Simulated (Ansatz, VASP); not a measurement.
# LiCl: VASP beside Ansatz, part 2 of 2

One calculation is typed for both programs; each brings its own data sets and cutoff. How far apart do they land? The cell is taken from a series of VASP runs on this material, whose earlier steps may have relaxed, scaled or displaced it; both programs get it as it stands.

VASP 6.6.1 and Ansatz 0.2.0.

So far: The starting structure; VASP: zone-centre phonons, LDA.

## (3) Ansatz: zone-centre phonons, LDA

Level of this step: Ansatz beside VASP: Kohn-Sham DFT, plane waves, LDA (Ansatz).

Ansatz runs on its default PAW (the set named soft_2) files.

The same cell, functional (in two slightly different forms) and mesh now go to Ansatz, which takes its cutoff from its data sets.

Input file input.yaml:

```yaml
crystal:
  lattice:
    - [0.0, 2.4799637091, 2.4799637091]
    - [2.4799637091, 0.0, 2.4799637091]
    - [2.4799637091, 2.4799637091, 0.0]
  atoms:
    - { symbol: Li, position: [0.0, 0.0, 0.0] }
    - { symbol: Cl, position: [0.5, 0.5, 0.5] }
hamiltonian:
  xc: lda
  pseudopotentials: { kind: paw }
kpoints:
  mp_grid: { grid: [8, 8, 8] }
scf:
  occupations: { method: fixed }
phonons:
  method: dfpt
  qpoints: [[0, 0, 0]]
  dielectric: true
  rigid_motions: translations
```

Run with:

```sh
$ ansatz run input.yaml --threads 4 --pin off --max-ram 9216MiB --backend cpu --events-out ev --progress --plain --runs-dir out
```

Numbers of over 12 decimals in the logs are rounded to 6 here.

The log of the run:

```text
Engine: ansatz 0.2.0, aarch64-unknown-linux-gnu
Pseudopotentials: kind: paw
Pseudopotential: Li, paw, valence charge 3, recommended cutoff 420 eV (normal), Li.paw.azcp
Pseudopotential: Cl, paw, valence charge 7, recommended cutoff 420 eV (normal), Cl.paw.azcp
Functional definition: SPW92
  exchange = slater_x
  correlation = pw_c
Crystal: 2 atoms, lattice volume = 30.505 Å³
Basis set: ecut = 420 eV, 609 PW (Γ), exchange–correlation on 48×48×48 points (8 copies of the dense FFT grid, shifted against one another)
Bands: 9, of which v1, the nominal top of the filled ones, is band 5 counted from 1 (4 counted from 0)
Symmetry: 48 space group operations
k-points: 59 of 512 (irreducible under 8 space group operations, time reversal used)
Non-local potential: Li, projectors of the file, l = 0: 3, l = 1: 2, l = 2: 1
Non-local potential: Cl, projectors of the file, l = 0: 2, l = 1: 2, l = 2: 2
PAW form: soft (Blöchl's): semilocal exchange-correlation on the pseudo side does not see the compensation charge
PAW frozen core: Cl, regenerated for the run's functional, and the local potential with it (the file was generated under x = pbe(κ = 0.804, μ = 0.219515), c = pbe(β = 0.066725))
PAW one-centre angular grid: Li, 110 points (default); XC on 64 Gauss nodes
PAW one-centre angular grid: Cl, 110 points (default); XC on 64 Gauss nodes
Initial density: superposition of atomic densities (neutral atoms: chi_scale 0, normalization atom), corrected by the library's trained network
Initial wavefunctions: pseudopotential atomic-orbital guess
Functional: x = slater, c = lda
SCF iter   1: F=—  HF=-1249.484319 eV  |F-HF|=—  |Δ(HF+E_count)|=         —  Δρ=7.22e-3  dr2=1.15e-2  ethr=1.77e-3  ⟨swp⟩=4.6  Hψ=3195  notcnv=0  defer=96
preconditioner: auto → none  [insulator: Δε(μ)=6.425 eV  Ē_g=14.321 eV  n_scr=8 (ndim 8)  ℏωp=19.0 eV  f_vac=0.000  ε∞_Penn≈2.8]
SCF iter   2: F=—  HF=-1249.477444 eV  |F-HF|=—  |Δ(HF+E_count)|=   6.88e-3  Δρ=3.16e-3  dr2=1.26e-3  ethr=1.15e-4  ⟨swp⟩=3.0  Hψ=1413  notcnv=0  defer=113
SCF iter   3: F=—  HF=-1249.476427 eV  |F-HF|=—  |Δ(HF+E_count)|=   1.02e-3  Δρ=6.00e-4  dr2=1.26e-4  ethr=1.26e-5  ⟨swp⟩=2.0  Hψ=945  notcnv=0  defer=113
SCF iter   4: F=—  HF=-1249.476384 eV  |F-HF|=—  |Δ(HF+E_count)|=   4.33e-5  Δρ=9.59e-5  dr2=1.29e-6  ethr=1.26e-6  ⟨swp⟩=2.7  Hψ=798  notcnv=0  defer=6
SCF iter   5: F=—  HF=-1249.476378 eV  |F-HF|=—  |Δ(HF+E_count)|=   5.98e-6  Δρ=4.56e-6  dr2=2.99e-9  ethr=1.29e-8  ⟨swp⟩=2.4  Hψ=826  notcnv=0
SCF iter   6: F=-1249.476378 eV  HF=-1249.476378 eV  |F-HF|=2.73e-12  |Δ(HF+E_count)|=  4.40e-10  Δρ=5.48e-7  dr2=2.46e-11  ethr=1.00e-12  ⟨swp⟩=7.2  Hψ=2972  notcnv=0
SCF 1 converged in 6 iterations: F = -1249.476378 eV  dr2 = 2.46e-11
  greatest PAW one-centre occupation: 1.000 electrons in one spin orbital (limit 2), on the Li atom at site 0 (counted from 0), in its partial waves of l = 0
DFPT response loops at Γ: preconditioner auto → none (the input reference at scf.mixing.eps_inf says where Resta's filter doesn't serve); β = 0.50; Broyden in place of MSR1
SCF converged after 6 iterations
Free energy (F): -1249.476378 eV
Harris-Foulkes:  -1249.476378 eV  (|F-HF|=2.73e-12)
Internal energy: -1249.476378 eV  (E = F + TS)
E sigma→0 (E₀):  -1249.476378 eV
Fermi energy:    2.420684 eV
--- Per-component energies (eV) ---
  E_band       = -95.605099
  E_kinetic    = 184.475524
  E_local      = -304.192163  (includes V_loc(G=0)·N_el)
  E_nonlocal   = -2.698342
  E_hartree    = 86.615596
  E_xc         = -117.539208
  E_vxc        = -136.616601  (∫ρ·V_xc dr)
  E_paw        = -643.878545  (= ΣΔE_a)
  E_vpaw       = -9.804848  (= ΣTr[D̂ρ^β])
  E_aug_tail   = 0.000110  (compensation charges beyond the density's cutoff)
  E_ewald      = -452.449842
  E_core_change = 0.190492  (= ΣΔE_core)
  E_smearing   = -0.000000  (= −TS)
  E_closure    = 0.000000  (closes the sum)
  Σ components = -1249.476378   (vs F -1249.476378, Δ=0.00e0)
--- Band table (eV; the first three rows and the last of 59) ---
  k-point 0: bands = ["-39.8844", "-11.3172", "2.4207", "2.4207", "2.4207", "9.0342", "14.0563", "14.0563", "14.0563"]
  k-point 1: bands = ["-39.8836", "-11.2227", "1.7970", "2.3707", "2.3707", "9.4943", "13.3416", "14.0142", "14.0142"]
  k-point 2: bands = ["-39.8816", "-10.9788", "0.5551", "2.2580", "2.2580", "9.6586", "12.8501", "12.8501", "13.5494"]
  k-point 58: bands = ["-39.8772", "-10.2638", "-0.1653", "-0.1653", "1.1502", "12.0629", "12.4294", "12.8458", "12.8458"]
--- Phonons (Γ-DFPT): 2 representative perturbations + reference, on 59 of 512 k-points (Σ response iterations 7) ---
  k mesh reduced under 8 symmetry operations, with k and −k counted as one. Each operation leaves every solved perturbation unchanged. A smaller set is not considered because the run solves the response to a homogeneous field
  ASR residual: 3.112e-4 → 0.000e0 eV/Å²; symmetrization residual: 3.852e-7 eV/Å²
  ASR residual per site (eV/Å²): 4.99e-5 3.11e-4
  Γ frequencies (cm⁻¹): 0.00 0.00 0.00 230.02 230.02 230.02
  ε∞ (high-frequency dielectric tensor):
        3.186759    -0.000000     0.000000
        0.000000     3.186759    -0.000000
        0.000000    -0.000000     3.186759
  ε⁰ (static dielectric tensor: ions relaxed, cell fixed):
       10.304658    -0.000000     0.000000
        0.000000    10.304658    -0.000000
        0.000000    -0.000000    10.304658
  ε⁰ − ε∞ (ionic part):
        7.117899     0.000000     0.000000
        0.000000     7.117899    -0.000000
        0.000000    -0.000000     7.117899
  softest optical mode at Γ: 230.02 cm⁻¹; the repairs (sum rule, projections) moved no ω² at Γ by more than (1.57 cm⁻¹)²
  Born effective charges Z* (e; rows j = field, columns β = displacement):
    site 0:
         1.16405    0.00000    0.00000
        -0.00000    1.16405    0.00000
         0.00000    0.00000    1.16405
    site 1:
        -1.16405   -0.00000   -0.00000
         0.00000   -1.16405   -0.00000
         0.00000   -0.00000   -1.16405
  Z* charge neutrality: 3.621e-6 e pre-enforcement
  k-mesh period / interband length: 28.1 Å / 1.35 Å = 20.86 at k = (0.0000, 0.0000, -0.5000), direct gap 6.797 eV — 14 or more, which is no proof of convergence
  optical modes at Γ without the LO–TO term, one row a degenerate level:
      ω (cm⁻¹)  modes    IR ((D/Å)²/amu)
        230.02      3            16.1591
  optical modes at Γ + LO–TO along q̂ = [1.0000, 0.0000, 0.0000]:
      ω (cm⁻¹)  modes    IR ((D/Å)²/amu)
        230.02      2            10.7727
        413.63      1             5.3864
  optical modes at Γ + LO–TO along q̂ = [0.0000, 1.0000, 0.0000]:
      ω (cm⁻¹)  modes    IR ((D/Å)²/amu)
        230.02      2            10.7727
        413.63      1             5.3864
  optical modes at Γ + LO–TO along q̂ = [0.0000, 0.0000, 1.0000]:
      ω (cm⁻¹)  modes    IR ((D/Å)²/amu)
        230.02      2            10.7727
        413.63      1             5.3864
--- Phonons (arbitrary-q DFPT): 1 explicit q-point ---
  q = [0, 0, 0] (of the zone-centre solve; hermiticity 6.82e-7, symmetrization 8.79e-14): -0.00 -0.00 -0.00 230.02 230.02 230.02
  sum rule: each row above includes the acoustic sum rule's correction from the zone centre's row sums; it moved no ω² by more than (1.55 cm⁻¹)²
```

Wall time 2 s (4 threads of Arm Neoverse V1, shared host); peak memory 0.33 GiB; 7 s of CPU time.

Reading the cycles: dr2 is the Hartree energy of the density residual (eV), the measure of convergence; HF is the Harris–Foulkes estimate of the energy, which meets the free energy F at convergence.

## (4) Differences

Known differences besides the potentials themselves: the two LDA forms differ slightly; the cutoff is 420 eV in Ansatz and 650 eV in VASP; VASP's log shows a relativistic correction to its local exchange, Ansatz's none. Total energies have different zeros and are not compared.

Compared:

```csv
quantity,Ansatz,VASP,difference
ε∞ xx,3.19,3.19,-0.11 %
ε∞ yy,3.19,3.19,-0.11 %
ε∞ zz,3.19,3.19,-0.11 %
Born charge of Li1 (mean of the diagonal) (e),1.16,1.16,0.00
Born charge of Cl2 (mean of the diagonal) (e),-1.16,-1.16,0.00
optical mode 1 to 3 (cm⁻¹),230.0,228.5,+0.65 %
```

Modes are paired by rising frequency and degeneracy, not by their patterns, so a pair may still set unlike modes beside each other.

## (5) Further runs

Further runs change the set-up of one program: Ansatz's method, potentials or start, or VASP's data sets, cutoff or form of LDA. The table gives Ansatz less VASP for each quantity, since a change that brings one quantity closer may part another.

```csv
run,optical mode 1 to 3 (%)
as above,0.65
Ansatz's all-electron LAPW method,0.94
```

## (6) Summary of results

```
r.m.s. difference of the optical zone-centre modes, each program's sorted by frequency (zone-centre phonons, LDA) : 1.5 cm⁻¹
difference in optical mode 1 to 3 (zone-centre phonons, LDA)                                                      : +0.7 %
```

The r.m.s. difference of the optical zone-centre modes, each program's sorted by frequency is 1.5 cm⁻¹ (zone-centre phonons, LDA). Among the rows given in per cent, the largest difference of the zone-centre phonons, LDA pair is in optical mode 1 to 3, +0.7 %. Zone-centre phonons, LDA, Ansatz's all-electron LAPW method: the difference in optical mode 1 to 3 goes from 0.65 to 0.94 %. Such differences can come from data sets, numerical settings and the points named under the comparisons, not from the functional's error against experiment.

[Lines on the potential files, build, host, timing and source positions are cut from VASP's logs without a mark.]

[Logs are printed without paths, hosts, clocks, repeated set-up lines and the standing remarks that a program may print on its own settings, such as how far it seeks lower states.]

[Hosts, paths, dates, database ids (printed as entryN), source tags and the programs' standing remarks are cut or masked in the printed files.]
